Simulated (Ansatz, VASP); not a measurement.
## One calculation of ZnO (zincite), two programs

Contents of INCAR:

```
ALGO = Normal ; EDIFF = 1E-6
ENCUT = 520 ; GGA = PE
ISIF = 2 ; ISMEAR = -1
LASPH = True ; LCHARG = False
LREAL = False ; LWAVE = False
NBANDS = 26 ; NELM = 100
PREC = Accurate ; SIGMA = 0.05
```

The input KPOINTS:

```
k-points
0
Gamma
  9 9 5
```

The input POSCAR:

```
ZnO
1.0
    3.2053930491      0.0000000000      0.0000000000
   -1.6026965246      2.7759518096      0.0000000000
    0.0000000000      0.0000000000      5.1353529565
Zn O
2 2
Direct
    0.6666666667      0.3333333333      0.0000000000
    0.3333333333      0.6666666667      0.5000000000
    0.3333333333      0.6666666667      0.8790100000
    0.6666666667      0.3333333333      0.3790100000
```

input.yaml

```yaml
crystal:
  lattice:
    - [3.2053930491, 0.0, 0.0]
    - [-1.6026965246, 2.7759518096, 0.0]
    - [0.0, 0.0, 5.1353529565]
  atoms:
    - { symbol: Zn, position: [0.6666666667, 0.3333333333, 0.0] }
    - { symbol: Zn, position: [0.3333333333, 0.6666666667, 0.5] }
    - { symbol: O, position: [0.3333333333, 0.6666666667, 0.87901] }
    - { symbol: O, position: [0.6666666667, 0.3333333333, 0.37901] }
kpoints:
  mp_grid: { grid: [9, 9, 5] }
scf:
  occupations: { method: fermi_dirac, width: 0.05 }
hamiltonian:
  xc: pbe
  pseudopotentials: { kind: all_electron, lapw: { basis_error: 0.001 } }
output:
  forces: true
  stress: true
  eigenvalues: true
```

Change from the starting cell: volume scaled by 0.96.

Alike in both runs: task single point; functional PBE; k mesh 9 × 9 × 5; occupations fermi-dirac, width 0.05 eV; no spin polarisation.

|  | VASP | Ansatz |
| --- | --- | --- |
| version | VASP 6.6.1 | Ansatz 0.2.0 |
| potentials or method | VASP PAW PBE potentials, release 64 (Zn, O) | all-electron LAPW, scalar-relativistic |
| plane-wave cutoff (eV) | 520 | see its input |

Ansatz gave:

| Quantity | Value |
| --- | --- |
| gap on the k mesh at the Fermi level (eV) | 0.88 |
| least direct gap on the mesh (eV) | 0.88 |
| pressure (GPa) | 11.5 |
| largest component of the traceless stress (GPa) | 1.28 |
| rms of the force components (eV/Å) | 0.049 |

Which values does VASP return?

gap on the k mesh at the Fermi level (eV): 0.85; least direct gap on the mesh (eV): 0.85; pressure (GPa): 12.9; largest component of the traceless stress (GPa): 1.32; rms of the force components (eV/Å): 0.051.

Atom by atom the forces differ by 0.003 eV/Å (rms over components). Ansatz ran all-electron here, so the differences hold the error of VASP's frozen core and of both bases.
